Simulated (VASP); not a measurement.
# MoS2: relaxation of cell and atoms with PBE+D3(BJ)

MoS2, a slab with vacuum:

```xyz
6
Lattice="3.1514 0.0000 0.0000 -1.5757 2.7292 0.0000 0.0000 0.0000 27.2923" Properties=species:S:1:pos:R:3 pbc="T T T"
S     0.0000    1.8194    9.0505
S     0.0000    1.8194   12.1821
S     1.5757    0.9097   15.1102
S     1.5757    0.9097   18.2417
Mo    1.5757    0.9097   10.6172
Mo    0.0000    1.8194   16.6751
```

* Program: VASP 6.6.1
* Task: relaxation of cell and atoms
* Functional: PBE
* Dispersion: D3(BJ)
* Potentials or basis: VASP PAW PBE potentials, release 64 (S, Mo_sv)
* Cutoff: 600 eV
* k mesh: 12 × 12 × 1
* Occupations: gaussian, width 0.03 eV
* Spin: no spin polarisation
* Further INCAR settings: ALGO = Normal; EDIFF = 1e-07; IBRION = 2; EDIFFG = -0.005; NSW = 90; ISIF = 3

```yaml
Relaxed_volume: 39.12 Å³/atom
Relaxed_cell: a = 3.151 Å, b = 3.151 Å, c = 27.292 Å, α = 90.00°, β = 90.00°, γ = 120.00°
Space_group_after_relaxing_to_0.05_Å: P-3m1 (No. 164)
Energy_gained_by_relaxing: 0.0 meV/atom
Ionic_steps: 2
Largest_force_after_relaxing: 0.004 eV/Å
Band_gap_on_the_k_mesh: 1.23 eV, indirect (least direct gap 1.75 eV)
Dispersion_energy_per_atom: -0.376 eV
```

Forces in eV/Å, atoms in the order of the input:
```
S    0.000  0.000 -0.004
S    0.000  0.000  0.000
S    0.000  0.000  0.000
S    0.000  0.000  0.004
Mo   0.000  0.000  0.003
Mo   0.000  0.000 -0.003
```

Final structure:
```
S Mo
1.0
     3.15116    0.00000    0.00000
    -1.57558    2.72898    0.00000
     0.00000    0.00000   27.29230
S Mo
4 2
Direct
  0.33333 0.66667 0.33160
  0.33333 0.66667 0.44637
  0.66667 0.33333 0.55363
  0.66667 0.33333 0.66840
  0.66667 0.33333 0.38901
  0.33333 0.66667 0.61099
```

Levels at points of the mesh, in eV from the valence-band top:
```csv
k point,band 22,band 23,band 24,band 25,band 26,band 27,band 28,band 29,band 30,band 31
"(0.00, 0.00, 0.00)",-1.93,-1.93,-1.78,-0.76,0.00,2.33,2.33,2.36,2.36,2.54
"(0.50, 0.00, 0.00)",-2.38,-1.47,-1.34,-1.19,-1.12,1.86,1.89,2.30,2.46,3.23
```

Wall time 72 s on 4 MPI ranks on Intel(R) Xeon(R) 6975P-C (Granite Rapids) (shared host), peak memory 0.55 GiB a rank.
